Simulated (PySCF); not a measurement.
Geometry:
| atom | x (Å) | y (Å) | z (Å) |
| --- | --- | --- | --- |
| C1 | 2.249 | 2.029 | 1.678 |
| C2 | 1.446 | 1.344 | 1.080 |
| C3 | 0.500 | 0.536 | 0.376 |
| C4 | -0.024 | 0.967 | -0.855 |
| C5 | -0.944 | 0.179 | -1.539 |
| C6 | -1.353 | -1.044 | -1.008 |
| C7 | -0.838 | -1.479 | 0.214 |
| C8 | 0.082 | -0.698 | 0.904 |
| H9 | 2.960 | 2.637 | 2.206 |
| H10 | 0.301 | 1.925 | -1.265 |
| H11 | -1.345 | 0.523 | -2.495 |
| H12 | -2.076 | -1.660 | -1.547 |
| H13 | -1.157 | -2.436 | 0.632 |
| H14 | 0.489 | -1.033 | 1.860 |

PySCF 2.14 calculation with shielding tensors at HF/pcSseg-1 (GIAO) and geometry: PBE0-D3(BJ)/def2-SVP; relativity neglected, equivalent nuclei averaged, a single conformation, isolated molecule.

References, each an isolated molecule treated in the same way: 13C (190.85 ppm) and 1H (31.69 ppm) vs TMS.

```
  atoms  nucleus  count  δ (ppm)
    H12       1H      1        ?
     C3      13C      1        ?
  C4/C8      13C      2    142.9
  C5/C7      13C      2        ?
     C2      13C      1     79.0
     C6      13C      1    137.4
     C1      13C      1     89.6
     H9       1H      1     3.73
H11/H13       1H      2     7.48
H10/H14       1H      2     7.84
```

Estimate the values marked ?.

Results:


- C5/C7: 134.7 ppm, aromatic CH; the aromatic region
- C3: 129.4 ppm, substituted aromatic carbon
- H12: 7.55 ppm, hydrogen on an aromatic CH; ring-current deshielding

Shifts are as computed. Against solution values, carbons near 30 ppm lie about -0 ppm off and those near 130 ppm about +7 ppm. Of 1211 compounds with measured shifts, 218 miss one by over three times the rms of a fit or turn the order of signals round; such compounds aren't used in these exercises.
